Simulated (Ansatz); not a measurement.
## Si: frozen normal mode

The calculation used Ansatz, DFT PBE, scalar-relativistic, plane waves, PAW. Cutoff 420 eV, Γ-centred 10×10×10 k-points, Gaussian smearing of 0.05 eV. No spin polarisation. Energies are free energies at this smearing, counted from the undisturbed cell; pressure is positive in compression.

The starting cell (as given, not relaxed at this level; it stands at 2.0 GPa):

```
Si
1.0
     0.00000    2.71547    2.71547
     2.71547    0.00000    2.71547
     2.71547    2.71547    0.00000
Si
2
Direct
  0.50000 0.50000 0.50000
  0.75000 0.75000 0.75000
```

A zone-centre mode of this cell is frozen in: each atom moves by x times its row below, so x is the largest displacement.
```
atom ux uy uz
 Si1  0.000  0.000   1.000
 Si2  0.000  0.000  -1.000
```

| x (Å) | ΔE (meV/cell) | force along the mode (eV/Å) | pressure (GPa) | gap on the mesh (eV) |
| --- | --- | --- | --- | --- |
| -0.1200 | 373.6 | 6.01 | 3.9 | 0.00 |
| -0.0600 | 97.0 | 3.20 | 2.5 | 0.00 |
| 0.0000 | 0.0 | 0.00 | 2.0 | 0.58 |
| 0.0150 | 6.1 | -0.82 | 2.0 | 0.43 |
| 0.0300 | 24.5 | -1.63 | 2.1 | 0.26 |
| 0.0450 | 54.9 | ? | ? | 0.05 |
| 0.0750 | 150.5 | ? | 2.8 | 0.00 |
| 0.0900 | 214.2 | -4.59 | 3.1 | 0.00 |
| 0.1050 | 288.5 | -5.32 | 3.5 | 0.00 |

By symmetry 0.1200 repeats -0.1200, -0.0900 repeats 0.0900, 0.0600 repeats -0.0600, -0.0300 repeats 0.0300 in energy, with the opposite slope along the path. Where the gap reads zero the k-mesh, chosen for the insulator, is on the coarse side.

(1) Give the withheld values.

Answers

(1) force along the mode (eV/Å) at x (Å) = 0.0450: -2.42; pressure (GPa) at x (Å) = 0.0450: 2.3; force along the mode (eV/Å) at x (Å) = 0.0750: -3.91.